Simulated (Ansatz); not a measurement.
Geometry optimisation, DFT LDA, scalar-relativistic, plane waves, PAW in Ansatz 0.2.0.

The input (input.yaml):

```yaml
crystal:
  lattice:
    - [-3.07642, -1.776172, 12.583862]
    - [3.07642, -1.776172, 12.583862]
    - [0.0, 3.552343, 12.583862]
  atoms:
    - { symbol: Si, position: [0.0838299, 0.0902108, 0.0729248] }
    - { symbol: Si, position: [0.3495828, 0.3585512, 0.3412789] }
    - { symbol: Si, position: [0.5493699, 0.5563058, 0.5421777] }
    - { symbol: Si, position: [0.8160287, 0.8206207, 0.8143812] }
    - { symbol: Si, position: [0.9489196, 0.9550032, 0.9458818] }
    - { symbol: C, position: [0.1342179, 0.1301746, 0.1389571] }
    - { symbol: C, position: [0.4060329, 0.393009, 0.4016231] }
    - { symbol: C, position: [0.5916329, 0.6008655, 0.6050349] }
    - { symbol: C, position: [0.86462, 0.8671844, 0.8683253] }
    - { symbol: C, position: [0.9912359, 0.9990908, 1.0087227] }
    - { symbol: Si, position: [0.5828366, 0.5831566, 0.0834616] }
    - { symbol: Si, position: [0.841399, 0.8534716, 0.3542001] }
    - { symbol: Si, position: [0.0497844, 0.0448901, 0.548888] }
    - { symbol: Si, position: [0.3148837, 0.3227348, 0.8147059] }
    - { symbol: Si, position: [0.4496752, 0.4468446, 0.9494537] }
    - { symbol: C, position: [0.628472, 0.6329229, 0.1367185] }
    - { symbol: C, position: [0.9014889, 0.9036563, 0.3954656] }
    - { symbol: C, position: [0.1007488, 0.0983336, 0.6024606] }
    - { symbol: C, position: [0.3573981, 0.3676726, 0.8662262] }
    - { symbol: C, position: [0.49604, 0.4978845, 1.0083704] }
    - { symbol: Si, position: [0.5775403, 0.0811781, 0.5900698] }
    - { symbol: Si, position: [0.8500281, 0.3454137, 0.8563374] }
    - { symbol: Si, position: [0.0590523, 0.5457058, 0.045052] }
    - { symbol: Si, position: [0.3194113, 0.8228749, 0.3074491] }
    - { symbol: Si, position: [0.451553, 0.9533415, 0.4478367] }
    - { symbol: C, position: [0.6273119, 0.1452511, 0.6255545] }
    - { symbol: C, position: [0.9012393, 0.4035314, 0.8991166] }
    - { symbol: C, position: [0.0980167, 0.6071986, 0.0982759] }
    - { symbol: C, position: [0.493883, 1.0088163, 0.4970398] }
    - { symbol: Si, position: [0.0799844, 0.5784993, 0.5897001] }
    - { symbol: Si, position: [0.3479322, 0.8483854, 0.8542342] }
    - { symbol: Si, position: [0.5599681, 0.0484258, 0.0434784] }
    - { symbol: Si, position: [0.8146905, 0.3200953, 0.3209457] }
    - { symbol: Si, position: [0.9481726, 0.4492313, 0.4518967] }
    - { symbol: C, position: [0.1288671, 0.6409512, 0.6298184] }
    - { symbol: C, position: [0.3910885, 0.9067052, 0.9013135] }
    - { symbol: C, position: [0.5925276, 0.1055457, 0.0988076] }
    - { symbol: C, position: [0.865773, 0.3614722, 0.3737436] }
    - { symbol: C, position: [0.998729, 0.4979423, 0.502382] }
total_charge: -2
basis:
  ecutwfc: 420.0
kpoints:
  mp_grid: { grid: [2, 2, 2] }
hamiltonian:
  xc: lda
  pseudopotentials: { kind: paw, azcp: { folder: soft_1 } }
scf:
  occupations: { method: gaussian, width: 0.05 }
  lower_state_search: "off"
relax:
  f_tol: 0.03
  max_steps: 60
  adjacent_minimum: "off"
output:
  write_density: true
  write_potential: true
  elf: true
  volumetric_format: npy
```

Launched with:

```bash
$ ansatz run input.yaml --threads 2 --pin off --max-ram 5120MiB --backend cpu --events-out ev --progress --plain --runs-dir out
```

**Question.** Where does it end, and by what steps?

**Answer.** The run converged. Limits of this set-up: coarse k mesh, PAW files made for another functional, no spin, though dangling bonds at a vacancy may carry it, a small cell, in which the defect meets its images, a typed lattice constant that wasn't relaxed here, charged cell in a uniform background, uncorrected. After 5 steps the energy has fallen by 1.556 eV; Si32 moved furthest, 0.16 Å.

| step | energy less start (eV) | largest force component (eV/Å) | accepted |
| --- | --- | --- | --- |
| 0 | 0.0000 | 3.540 | yes |
| 1 | -1.0225 | 1.634 | yes |
| 2 | -1.5130 | 0.389 | yes |
| 3 | -1.5510 | 0.097 | yes |
| 4 | -1.5551 | 0.041 | yes |
| 5 | -1.5560 | 0.009 | yes |

```xyz
39
Lattice="-3.0764 -1.7762 12.5839 3.0764 -1.7762 12.5839 0.0000 3.5523 12.5839" Properties=species:S:1:pos:R:3
Si 0.021 -0.005 3.148
Si 0.013 -0.001 13.218
Si 0.108 -0.057 20.746
Si 0.004 0.004 30.823
Si 0.020 -0.006 35.854
C 0.027 -0.009 4.998
C 0.009 0.002 15.103
C -0.001 0.006 22.679
C -0.002 0.006 32.715
C 0.002 0.005 37.749
Si 0.001 -1.781 15.732
Si 0.007 -1.777 25.802
Si -0.090 1.718 8.161
Si 0.016 1.780 18.239
Si 0.001 1.771 23.270
C -0.005 -1.785 17.583
C 0.012 -1.774 27.687
C 0.021 1.782 10.094
C 0.022 1.783 20.131
C 0.018 1.781 25.165
Si -1.528 0.889 15.750
Si -1.528 0.888 25.776
Si 1.548 -0.888 8.170
Si 1.550 -0.886 18.294
Si 1.549 -0.888 23.261
C -1.528 0.888 17.624
C -1.527 0.889 27.641
C 1.549 -0.888 10.071
C 1.548 -0.888 25.167
Si 1.549 0.901 15.731
Si 1.548 0.892 25.802
Si -1.528 -0.776 8.164
Si -1.528 -0.895 18.239
Si -1.528 -0.877 23.270
C 1.548 0.908 17.581
C 1.549 0.887 27.687
C -1.528 -0.901 10.095
C -1.529 -0.902 20.131
C -1.528 -0.897 25.165
```

Whether the end is a true minimum wasn't checked by a vibrational analysis.

Run time: 62 s on 2 threads of Arm Neoverse V2 (shared host), peak memory 0.9 GiB.
